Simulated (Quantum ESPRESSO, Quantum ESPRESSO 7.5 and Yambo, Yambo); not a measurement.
## BAs (F-43m): dielectric function and energy loss

Aim: the dielectric function and the loss function of BAs (F-43m), with and without local fields.

Calculated with Quantum ESPRESSO 7.5 and Yambo 5.3.0; PBE and many-body steps on it, plane waves.

### Step 1. The starting structure

It takes space group F-43m (No. 216, cubic). The conventional cell has a = 4.777 Å, b = 4.777 Å, c = 4.777 Å, α = 90.00°, β = 90.00°, γ = 90.00°. Nearest to B lie 4 As at 2.07 Å. Nearest to As lie 4 B at 2.07 Å. Farther neighbours are not listed.

The cell and positions come from the Crystallography Open Database and are kept as given unless a step says otherwise.

### Step 2. Empty states on the mesh, 8×8×8 mesh, 34 bands

This step: Quantum ESPRESSO 7.5; DFT, PBE, plane waves, norm-conserving pseudopotentials.

The sums over transitions need many empty states on a uniform mesh; this step solves for them.

pw.in reads:

```
&control
  calculation = 'nscf'
  prefix = 'x'
  outdir = 'o'
  pseudo_dir = 'pseudo'
/
&system
  ibrav = 0
  nat = 2
  ntyp = 2
  ecutwfc = 76.0
  nbnd = 34
  force_symmorphic = .true.
/
&electrons
  conv_thr = 1e-9
  electron_maxstep = 80
  diago_full_acc = .true.
  diago_thr_init = 5e-6
/
ATOMIC_SPECIES
  B 10.81 B.upf
  As 74.922 As.upf
CELL_PARAMETERS angstrom
  -0.0000000000 2.3885000000 2.3885000000
  2.3885000000 -0.0000000000 2.3885000000
  2.3885000000 2.3885000000 -0.0000000000
ATOMIC_POSITIONS crystal
  B 0.0000000000 0.0000000000 0.0000000000
  As 0.2500000000 0.2500000000 0.2500000000
K_POINTS automatic
  8 8 8 0 0 0
```

On the command line:

```bash
$ OMP_NUM_THREADS=1 mpirun -n 8 pw.x -nk 4 -in pw.in > pw.out
```

Output:

```text
Program PWSCF v.7.5 starts

     This program is part of the open-source Quantum ESPRESSO suite
     for quantum simulation of materials; please cite
         "P. Giannozzi et al., J. Phys.:Condens. Matter 21 395502 (2009);
         "P. Giannozzi et al., J. Phys.:Condens. Matter 29 465901 (2017);
         "P. Giannozzi et al., J. Chem. Phys. 152 154105 (2020);
     in publications or presentations arising from this work. More details at

     Atomic positions and unit cell read from directory:
     o/x.save/

     Message from routine setup:
[...]
59.5279  59.5279

          k = 0.1768 0.1768-0.1768 (  2060 PWs)   bands (ev):

[...]
26.0789  31.6329  31.6329  35.0053  36.3400  36.3400  37.1350  44.0330
    44.0330  49.8292  49.8292  49.8596  49.9679  54.2574  54.2574  54.5703
    58.0877  58.0877

          k = 0.2652 0.2652-0.2652 (  2045 PWs)   bands (ev):

     [... further k-points ...]

     highest occupied, lowest unoccupied level (ev):    11.3431   12.5523

     XML data file, pseudopotentials, collected wavefunctions

=------------------------------------------------------------------------------=
   JOB DONE.
=------------------------------------------------------------------------------=
```

The job ended after 2.7 s (8 MPI ranks of Arm Neoverse V1, shared host; peak memory 0.35 GiB; 21 s of CPU time).

This step gave:

```
gap                                                           : 1.209 eV
k of the valence top                                          : 0, 0, 0
k of the conduction bottom                                    : 0, 0.375, 0.375
least direct gap                                              : 3.292 eV
k points computed                                             : 29
lowest point of the top converged band, above the valence top : 42.66 eV
```

On this mesh the gap is 1.209 eV.

The density comes from a self-consistent run that is not shown.

### Step 3. Conversion and set-up

This step: Yambo 5.3.0; conversion and set-up on PBE, plane waves, norm-conserving pseudopotentials.

The states are converted to the many-body program's format and the q mesh is built.

On the command line:

```bash
$ (cd o/x.save; p2y > p2y.log; mv SAVE ../..); yambo > setup.log
```

Output:

```text
 Yambo, version 5.3.0

 [02] CORE Variables Setup
 =========================

  [02.01] Unit cells
  ==================

  Cell kind             :  FCC
  Atoms in the cell     :  B  As
  number of B  atoms    :  1
  number of As atoms    :  1

  List of atomic masses
  Mass of B     :  10.81000
  Mass of As    :  74.92200

  List of atomic coordinates    : [cc]
  B1       :  0.000000  0.000000  0.000000  order 1
  As1       :  2.256805  2.256805  2.256805  order 2

  Alat factors          :  4.513611  4.513611  4.513611 [a.u.]
  Direct lattice volume :  183.9087 [a.u.]
[...]
Q [ 1]         [rlu]:  0.000000  0.000000  0.000000
 Q [ 2]         [rlu]:  0.15826E-17  0.15826E-17  0.12500
 Q [ 3]         [rlu]:  0.31652E-17  0.31652E-17  0.25000
[...]
Q [ 8]         [rlu]:  0.23104E-16  0.12500      0.37500
 Q [ 9]         [rlu]:  0.94485E-17  0.12500      0.50000
 Q [10]         [rlu]: -0.63303E-17  0.12500     -0.37500
     [... 17 further rows ...]
 Q [28]         [rlu]:  0.125000 -0.500000 -0.375000
 Q [29]         [rlu]:  0.250000 -0.500000 -0.250000

  [03.01] X indexes
  =================

   [03.01.01] Sigma indexes
   ========================

 [06] Game Over & Game summary
```

Wall time 2.5 s (1 MPI rank); peak memory 0.24 GiB.

### Step 4. RPA response with local fields

The response function is computed on a frequency grid, with local fields up to the given cutoff.

This step: RPA response with local fields on PBE, plane waves, norm-conserving pseudopotentials.

optics1.in reads:

```
optics
chi
dipoles
Chimod= "HARTREE"
% QpntsRXd
 1 | 4 |
%
% BndsRnXd
 1 | 34 |
%
NGsBlkXd= 3 Ry
% EnRngeXd
 0 | 30 | eV
%
% DmRngeXd
 0.2 | 0.2 | eV
%
ETStpsXd= 301
% LongDrXd
 1 | 0 | 0 |
%
```

On the command line:

```bash
$ OMP_NUM_THREADS=1 mpirun -n 8 yambo -F optics1.in -J optics1 -C optics1 > optics1.log
```

Output:

```text
 Yambo, version 5.3.0

 [02] CORE Variables Setup
 =========================

  [... cell, symmetries and grids as in the set-up ...]

  [02.05] Energies & Occupations
  ==============================

  [X] === General ===
  [X] Electronic Temperature                        :  0.000000  0.000000 [eV K]
  [X] Bosonic    Temperature                        :  0.000000  0.000000 [eV K]
  [X] Finite Temperature mode                       : no
  [X] El. density                                   :  0.66049E+24 [cm-3]
  [X] Fermi Level                                   :  11.34311 [eV]

  [X] === Gaps and Widths ===
  [X] Conduction Band Min                           :  1.209144 [eV]
  [X] Valence Band Max                              :  0.000000 [eV]
  [X] Filled Bands                                  :   9
  [X] Empty Bands                                   :   10   34
  [X] Direct Gap                                    :  3.292229 [eV]
  [X] Direct Gap localized at k                     :  1
  [X] Indirect Gap                                  :  1.209144 [eV]
  [X] Indirect Gap between kpts                     :   1  18
  [X] Last valence band width                       :  5.184778 [eV]
  [X] 1st conduction band width                     :  4.070013 [eV]

 [03] Transferred momenta grid and indexing
 ==========================================

 IBZ Q-points                                      :  29
 BZ  Q-points                                      :   512

 K/Q-points units:
 rlu = crystal or reduced units; cc = cartesian coordinates; iku = interal k-units

 Q [ 1]         [rlu]:  0.000000  0.000000  0.000000
 Q [ 2]         [rlu]:  0.15826E-17  0.15826E-17  0.12500
 Q [ 3]         [rlu]:  0.31652E-17  0.31652E-17  0.25000
 Q [ 4]         [rlu]:  0.43516E-17  0.43516E-17  0.37500
 Q [ 5]         [rlu]: -0.63303E-17 -0.63303E-17 -0.50000
 Q [ 6]         [rlu]: -0.92441E-17  0.12500      0.12500
 Q [ 7]         [rlu]:  0.11552E-16  0.12500      0.25000
 Q [ 8]         [rlu]:  0.23104E-16  0.12500      0.37500
 Q [ 9]         [rlu]:  0.94485E-17  0.12500      0.50000
 Q [10]         [rlu]: -0.63303E-17  0.12500     -0.37500
     [... 17 further rows ...]
 Q [28]         [rlu]:  0.125000 -0.500000 -0.375000
 Q [29]         [rlu]:  0.250000 -0.500000 -0.250000

 [04] Dipoles
 ============

  [04.01] Setup: observables and procedures
  =========================================

  [WARNING] [r,Vnl^pseudo] included in position and velocity dipoles.

  [WARNING] In case H contains other non local terms, these are neglected

 [05] Optics
 ===========

 [SLK-Inversion]  Pools        :  2
 [SLK-Inversion]  BLACS grid   :  2  2

 [SLK-Inversion]  Pools        :  2
 [SLK-Inversion]  BLACS grid   :  2  2

 [SLK-Inversion]  Pools        :  2
 [SLK-Inversion]  BLACS grid   :  2  2

 [SLK-Inversion]  Pools        :  2
 [SLK-Inversion]  BLACS grid   :  2  2

 [08] Game Over & Game summary
```

The job ended after 12 s (8 MPI ranks; peak memory 2.5 GiB).

Numbers from this step:

| Quantity | Value |
| --- | --- |
| ε at zero frequency | 9.766 |
| the same without local fields | 10.39 |
| loss peak | 21.7 eV |

The static value is 9.77.

The ε₂ has structure finer than the step of the table below, so its rows give means over 1 eV, whole bins alone (the curve runs from 0 to 30 eV). Peaks (eV: height): HARTREE 5.6: 33.0, 7.8: 12.7; no local fields 5.5: 36.3.

Broadening 0.2 eV; field along x. Table of ε₂ by energy; means over each step:

| energy (eV) | HARTREE | no local fields |
| --- | --- | --- |
| 1 | 0.356 | 0.394 |
| 2 | 0.553 | 0.610 |
| 3 | 2.02 | 2.21 |
| 4 | 10.3 | 11.3 |
| 5 | 18.2 | 20.8 |
| 6 | 16.0 | 16.5 |
| 7 | 9.64 | 10.5 |
| 8 | 10.0 | 9.89 |
| 9 | 3.51 | 3.17 |
| 10 | 1.75 | 1.77 |
| 11 | 1.83 | 1.95 |
| 12 | 1.72 | 1.71 |
| 13 | 1.19 | 1.10 |
| 14 | 1.02 | 1.03 |
| 15 | 0.839 | 0.831 |
| 16 | 0.525 | 0.517 |
| 17 | 0.545 | 0.553 |
| 18 | 0.430 | 0.436 |
| 19 | 0.430 | 0.413 |
| 20 | 0.345 | 0.310 |
| 21 | 0.311 | 0.240 |
| 22 | 0.194 | 0.142 |
| 23 | 0.180 | 0.138 |
| 24 | 0.154 | 0.139 |
| 25 | 0.107 | 0.0970 |
| 26 | 0.0887 | 0.0991 |
| 27 | 0.114 | 0.113 |
| 28 | 0.0952 | 0.0844 |
| 29 | 0.0885 | 0.0847 |

The loss function, HARTREE has structure finer than the step of the table below, so its rows give means over 1 eV, whole bins alone (the curve runs from 0 to 30 eV). Peaks (eV: height): 20.0: 3.21, 21.7: 4.44.

Broadening 0.2 eV; field along x. Loss function, HARTREE against energy loss; means over each step:

energy loss (eV), loss function, HARTREE and a bar:
```
        1       0.00 
        2       0.00 
        3       0.01 
        4       0.02 
        5       0.04 
        6       0.07 #
        7       0.10 #
        8       0.07 #
        9       0.07 #
       10       0.14 #
       11       0.29 ##
       12       0.32 ###
       13       0.31 ##
       14       0.48 ####
       15       0.58 #####
       16       0.85 #######
       17       1.29 ##########
       18       1.77 ##############
       19       2.15 #################
       20       2.85 #######################
       21       3.23 ##########################
       22       3.70 ##############################
       23       2.29 ###################
       24       1.30 ###########
       25       0.88 #######
       26       0.42 ###
       27       0.44 ####
       28       0.35 ###
       29       0.27 ##
```

Broadening 0.2 eV; momentum transfer q number 2. The Im eps by energy; read off at these points:

| energy (eV) | HARTREE | no local fields |
| --- | --- | --- |
| 0.0 | 0.199 | 0.230 |
| 1.0 | 0.220 | 0.254 |
| 2.0 | 0.307 | 0.357 |
| 3.0 | 1.03 | 1.21 |
| 4.0 | 2.69 | 3.27 |
| 5.0 | 7.35 | 9.02 |
| 6.0 | 15.9 | 19.7 |
| 6.3 | 20.9 | 24.1 |
| 6.6 | 21.4 | 23.2 |
| 7.0 | 18.9 | 18.3 |
| 8.0 | 7.21 | 6.96 |
| 9.0 | 4.44 | 4.38 |
| 10.0 | 2.94 | 3.03 |
| 11.0 | 2.67 | 2.31 |
| 12.0 | 1.61 | 1.52 |
| 13.0 | 1.22 | 1.27 |
| 14.0 | 1.14 | 1.21 |
| 15.0 | 0.912 | 0.881 |
| 16.0 | 0.719 | 0.677 |
| 17.0 | 0.575 | 0.569 |
| 18.0 | 0.511 | 0.491 |
| 19.0 | 0.407 | 0.394 |
| 20.0 | 0.405 | 0.342 |
| 21.0 | 0.287 | 0.218 |
| 22.0 | 0.210 | 0.171 |
| 23.0 | 0.189 | 0.161 |
| 24.0 | 0.149 | 0.134 |
| 25.0 | 0.111 | 0.109 |
| 26.0 | 0.110 | 0.121 |
| 27.0 | 0.119 | 0.110 |
| 28.0 | 0.104 | 0.0980 |
| 29.0 | 0.0906 | 0.0910 |
| 30.0 | 0.0883 | 0.0801 |

Broadening 0.2 eV; momentum transfer q number 2. Table of -Im 1/eps, HARTREE by energy loss; read off at these points:

| energy loss (eV) | -Im 1/eps, HARTREE |
| --- | --- |
| 0.0 | 0.00344 |
| 1.0 | 0.00362 |
| 2.0 | 0.00432 |
| 3.0 | 0.0102 |
| 4.0 | 0.0185 |
| 5.0 | 0.0303 |
| 6.0 | 0.0364 |
| 7.0 | 0.0509 |
| 8.0 | 0.0723 |
| 9.0 | 0.130 |
| 10.0 | 0.236 |
| 11.0 | 0.160 |
| 12.0 | 0.229 |
| 13.0 | 0.407 |
| 14.0 | 0.532 |
| 15.0 | 0.585 |
| 16.0 | 0.686 |
| 17.0 | 1.12 |
| 18.0 | 1.43 |
| 19.0 | 2.22 |
| 20.0 | 2.39 |
| 21.0 | 3.48 |
| 21.4 | 3.86 |
| 22.0 | 3.71 |
| 23.0 | 2.24 |
| 24.0 | 1.39 |
| 25.0 | 0.803 |
| 26.0 | 0.518 |
| 27.0 | 0.490 |
| 28.0 | 0.358 |
| 29.0 | 0.268 |
| 30.0 | 0.244 |

Broadening 0.2 eV; momentum transfer q number 3. Im eps against energy; read off at these points:

| energy (eV) | HARTREE | no local fields |
| --- | --- | --- |
| 0.0 | 0.0998 | 0.121 |
| 1.0 | 0.107 | 0.131 |
| 2.0 | 0.139 | 0.171 |
| 3.0 | 0.365 | 0.470 |
| 4.0 | 0.602 | 0.769 |
| 5.0 | 1.80 | 2.44 |
| 6.0 | 2.88 | 3.76 |
| 7.0 | 6.23 | 8.66 |
| 8.0 | 12.8 | 15.8 |
| 8.2 | 13.5 | 14.4 |
| 9.0 | 9.01 | 8.68 |
| 10.0 | 7.57 | 6.30 |
| 11.0 | 3.18 | 2.83 |
| 12.0 | 2.07 | 1.94 |
| 13.0 | 2.28 | 2.25 |
| 14.0 | 1.92 | 1.81 |
| 15.0 | 1.37 | 1.37 |
| 16.0 | 1.13 | 1.09 |
| 17.0 | 0.859 | 0.846 |
| 18.0 | 0.661 | 0.595 |
| 19.0 | 0.578 | 0.535 |
| 20.0 | 0.416 | 0.371 |
| 21.0 | 0.314 | 0.257 |
| 22.0 | 0.249 | 0.239 |
| 23.0 | 0.209 | 0.209 |
| 24.0 | 0.207 | 0.195 |
| 25.0 | 0.152 | 0.170 |
| 26.0 | 0.138 | 0.136 |
| 27.0 | 0.137 | 0.132 |
| 28.0 | 0.120 | 0.116 |
| 29.0 | 0.112 | 0.104 |
| 30.0 | 0.107 | 0.0960 |

### Step 5. Independent-particle response

This step: independent-particle response on PBE, plane waves, norm-conserving pseudopotentials.

optics2.in reads:

```
optics
chi
dipoles
Chimod= "IP"
% QpntsRXd
 1 | 1 |
%
% BndsRnXd
 1 | 34 |
%
NGsBlkXd= 1 RL
% EnRngeXd
 0 | 30 | eV
%
% DmRngeXd
 0.2 | 0.2 | eV
%
ETStpsXd= 301
% LongDrXd
 1 | 0 | 0 |
%
```

On the command line:

```bash
$ OMP_NUM_THREADS=1 mpirun -n 8 yambo -F optics2.in -J optics2 -C optics2 > optics2.log
```

Output:

```text
 Yambo, version 5.3.0

 [02] CORE Variables Setup
 =========================

  [... cell, symmetries and grids as in the set-up ...]

  [02.05] Energies & Occupations
  ==============================

  [X] === General ===
  [X] Electronic Temperature                        :  0.000000  0.000000 [eV K]
  [X] Bosonic    Temperature                        :  0.000000  0.000000 [eV K]
  [X] Finite Temperature mode                       : no
  [X] El. density                                   :  0.66049E+24 [cm-3]
  [X] Fermi Level                                   :  11.34311 [eV]

  [X] === Gaps and Widths ===
  [X] Conduction Band Min                           :  1.209144 [eV]
  [X] Valence Band Max                              :  0.000000 [eV]
  [X] Filled Bands                                  :   9
  [X] Empty Bands                                   :   10   34
  [X] Direct Gap                                    :  3.292229 [eV]
  [X] Direct Gap localized at k                     :  1
  [X] Indirect Gap                                  :  1.209144 [eV]
  [X] Indirect Gap between kpts                     :   1  18
  [X] Last valence band width                       :  5.184778 [eV]
  [X] 1st conduction band width                     :  4.070013 [eV]

 [03] Transferred momenta grid and indexing
 ==========================================

 IBZ Q-points                                      :  29
 BZ  Q-points                                      :   512

 K/Q-points units:
 rlu = crystal or reduced units; cc = cartesian coordinates; iku = interal k-units

 Q [ 1]         [rlu]:  0.000000  0.000000  0.000000
 Q [ 2]         [rlu]:  0.15826E-17  0.15826E-17  0.12500
 Q [ 3]         [rlu]:  0.31652E-17  0.31652E-17  0.25000
[...]
Q [ 8]         [rlu]:  0.23104E-16  0.12500      0.37500
 Q [ 9]         [rlu]:  0.94485E-17  0.12500      0.50000
 Q [10]         [rlu]: -0.63303E-17  0.12500     -0.37500
     [... 17 further rows ...]
 Q [28]         [rlu]:  0.125000 -0.500000 -0.375000
 Q [29]         [rlu]:  0.250000 -0.500000 -0.250000

 [04] Dipoles
 ============

  [04.01] Setup: observables and procedures
  =========================================

  [WARNING] [r,Vnl^pseudo] included in position and velocity dipoles.

  [WARNING] In case H contains other non local terms, these are neglected

 [05] Optics
 ===========

 [SLK-Inversion]  Pools        :  2
 [SLK-Inversion]  BLACS grid   :  2  2

 [08] Game Over & Game summary
```

Wall time 2.2 s (8 MPI ranks); peak memory 2 GiB; 8.7 s of CPU time.

Numbers from this step:

```yaml
eps_at_zero_frequency: 10.39
loss_peak: 21.7 eV
```

The static value is 10.39.

The ε₂, IP has structure finer than the step of the table below, so its rows give means over 1 eV, whole bins alone (the curve runs from 0 to 30 eV). Peaks (eV: height): 5.5: 36.3.

Broadening 0.2 eV; field along x. Table of ε₂, IP by energy; means over each step:

energy (eV), ε₂, IP and a bar:
```
        1        0.4 
        2        0.6 #
        3        2.2 ###
        4       11.3 ################
        5       20.8 ##############################
        6       16.5 ########################
        7       10.5 ###############
        8        9.9 ##############
        9        3.2 ####
       10        1.8 ##
       11        2.0 ###
       12        1.7 ##
       13        1.1 #
       14        1.0 #
       15        0.8 #
       16        0.5 #
       17        0.6 #
       18        0.4 #
       19        0.4 
       20        0.3 
       21        0.2 
       22        0.1 
       23        0.1 
       24        0.1 
       25        0.1 
       26        0.1 
       27        0.1 
       28        0.1 
       29        0.1
```

(Part 1 of 3 ends here.)

[Paths, hosts, dates, memory and timing lines, banners, echoed tables and standing remarks are left out of the program output.]

[Logs are printed without paths, hosts, clocks, repeated set-up lines and the standing remarks that a program may print on its own settings, such as how far it seeks lower states.]

[Runs of the session that timed out or met a known fault of the program may be left out.]

[Hosts, paths, dates, database ids (printed as entryN), source tags and the programs' standing remarks are cut or masked in the printed files.]
